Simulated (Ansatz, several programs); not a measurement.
ZnF2 built on the rutile prototype, relaxed with PBE in Ansatz (plane waves, PAW): it is tetragonal, P4_2/mnm (No. 136); a = 4.801 Å, c = 3.175 Å in the conventional setting, 12.20 Å³ an atom. Zn has 6 F at 2.07 Å; F has 3 Zn at 2.07 Å. The cell was then scaled with its shape and fractional coordinates held, which makes it stiffer than a relaxed compression. No spin polarisation and no zero-point or thermal motion.

| V (Å³/atom) | E (meV/atom) |
| --- | --- |
| 11.465 | 15.80 |
| 12.197 | 0.00 |
| 12.563 | 3.34 |
| 12.929 | 12.65 |

Q: Pass a cubic E = c₀ + c₁u + c₂u² + c₃u³, with u = V − 12.289 Å³, through these points.

A: c₀ = 0.22, c₁ = +4.716, c₂ = 25.476, c₃ = -3.8838 (meV and Å³).

Q: Where is the minimum, and what bulk modulus follows?

A: dE/du = 0 at u = -0.091, so V₀ = 12.20 Å³. B = V₀ d²E/dV² = 12.20 × (2c₂ + 6c₃u) = 12.20 × 53.065 = 647 meV/Å³, and 1 meV/Å³ is 0.16022 GPa: 104 GPa. A third-order Birch-Murnaghan fit to all five points gives 12.20 Å³ and 103 GPa.

Q: Predict the energy and the pressure at the withheld volume, 11.831 Å³.

A: With u = -0.458: E ≈ 3.78 meV and P = −dE/dV ≈ +3.37 GPa. The run gives 3.79 meV and, from its stress, +3.36 GPa.
